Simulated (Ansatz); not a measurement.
(010) slab cut from the bulk of BN, 15 Å of vacuum:

```
CELL_PARAMETERS angstrom
2.50519 0.00000 0.00000
1.25009 2.17100 0.00000
0.00000 0.00000 25.01845
ATOMIC_POSITIONS crystal
B 0.49989 0.49989 0.29978
N 0.83341 0.83341 0.29978
B 0.99989 0.99989 0.43326
N 0.33341 0.33341 0.43326
B 0.49989 0.49989 0.56674
N 0.83341 0.83341 0.56674
B 0.99989 0.99989 0.70022
N 0.33341 0.33341 0.70022
```

The calculation used DFT PBE+D3(BJ), scalar-relativistic, plane waves, PAW in Ansatz. Plane waves to 420 eV, a k mesh through Γ of 12×12×1 on the computed 8-atom cell and Gaussian smearing (0.05 eV); no spin polarisation. A dipole correction removes the field between periodic images along c.

This base run converges in 8 iterations with a largest force of 0.023 eV/Å.

One setting at a time is then changed, some of them on purpose to poor values; changes count from the base run, energies are extrapolated to zero smearing, γ keeps the base's bulk energy, atoms stay where they are, a change of functional drops any dispersion correction, and risky runs are capped at 50 to 100 iterations.

Q: What does each change do? mixing β = 0.02; cutoff 300 eV; field of 1.5 V/Å along c; spin: collinear; cutoff 700 eV; occupations gaussian 1.5 eV; functional r2SCAN (500 eV); vacuum of 22 Å.

A:
```tsv
change	outcome	SCF iterations	ΔE (meV/atom)	Δγ (J/m²)	largest force (eV/Å)	largest change of a force (eV/Å)
mixing β = 0.02	converged	10	0.0	0.000	0.022	0.001
cutoff 300 eV	converged with warnings	8	+151.2		0.021	0.002
field of 1.5 V/Å along c	converged with warnings	26	-39.3		0.293	0.308
spin: collinear	converged with warnings	15	0.0	0.000	0.022	0.000
cutoff 700 eV	converged	8	-3.4		0.023	0.000
occupations gaussian 1.5 eV	converged	6	+4.1	+0.048	0.025	0.009
functional r2SCAN (500 eV)	converged	8			0.042	0.020
vacuum of 22 Å	converged	7	+0.1	+0.001	0.022	0.000
```

In some of the runs (field 1.5) charge leaks into the vacuum, so their work functions can be off.

The reference crystal is a form of BN, which isn't its usual structure.

Cost: 9 runs of about 9.1 core-minutes in all, on Intel Xeon Processor @ 2.50GHz (Skylake/Cascade Lake) (shared hosts).